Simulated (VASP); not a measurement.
Write the native input for VASP 6.6.1 that does the following.

```yaml
Task: single point
Functional: PBE
Potentials_or_basis: VASP PAW PBE potentials, release 64 (Ga_d, As)
Cutoff: 520 eV
k_mesh: 2 × 2 × 2
Occupations: fermi-dirac, width 0.1 eV
Spin: no spin polarisation
Dipole_correction: no
Further_INCAR_settings: LREAL = Auto; ALGO = Fast; EDIFF = 1e-06; NBANDS = 78
```

The structure of Ga7As8 (a cell with a defect) lies in POSCAR:

```
Ga7As8
1.0
    0.0000000000      5.7042760000      5.7042760000
    5.7042760000      0.0000000000      5.7042760000
    5.7042760000      5.7042760000      0.0000000000
Ga As
7 8
Direct
   -0.0016193992     -0.0028118380      0.0029510318
    0.0011897215     -0.0000665290      0.5001953797
   -0.0014276133      0.5026332001      0.0027799321
   -0.0013419757      0.5025419527      0.4972869475
    0.5038223080     -0.0027816852      0.0029121136
    0.5039692154      0.9970693038     -0.5025322232
    0.5039208306      0.5025704401      0.4974832038
    0.1264523315      0.1252623471      0.1241826307
    0.1265832859      0.1251732911      0.6255505519
    0.1419036351      0.6197188741      0.1198387841
    0.1265515554      0.6239166899      0.6254073260
    0.6209303337      0.1404819823      0.1200034851
    0.6251736417      0.1251827576      0.6255358261
    0.6211022223      0.6197784785      0.1200340762
    0.6211968004      0.6196204391      0.6405997886
```

The input as run:

INCAR

```
PREC = Accurate
ENCUT = 520
EDIFF = 1E-6
ISMEAR = -1
SIGMA = 0.1
LREAL = Auto
LASPH = T
NELM = 100
ALGO = Fast
ISIF = 2
LWAVE = F
LCHARG = T
GGA = PE
LELF = T
LVHAR = T
NBANDS = 78
```

KPOINTS

```
regular mesh
0
Gamma
  2 2 2
```

Potentials or basis: VASP PAW PBE potentials, release 64 (Ga_d, As).

The run is started by

```sh
$ cat potpaw_PBE.64/Ga_d/POTCAR potpaw_PBE.64/As/POTCAR > POTCAR
$ mpirun -np 1 vasp_std > vasp.out
```

Results of the run:

```
Pressure               : -0.3 GPa
Largest force          : 0.015 eV/Å
Band gap on the k mesh : none (metal or under the smearing width)
```

Caveat: the k mesh is coarse (spacing up to 0.48 Å⁻¹), so the values aren't converged.

It took 6.4 min on 1 thread of Intel(R) Xeon(R) 6975P-C (Granite Rapids), on a shared host, peak memory 0.54 GiB.
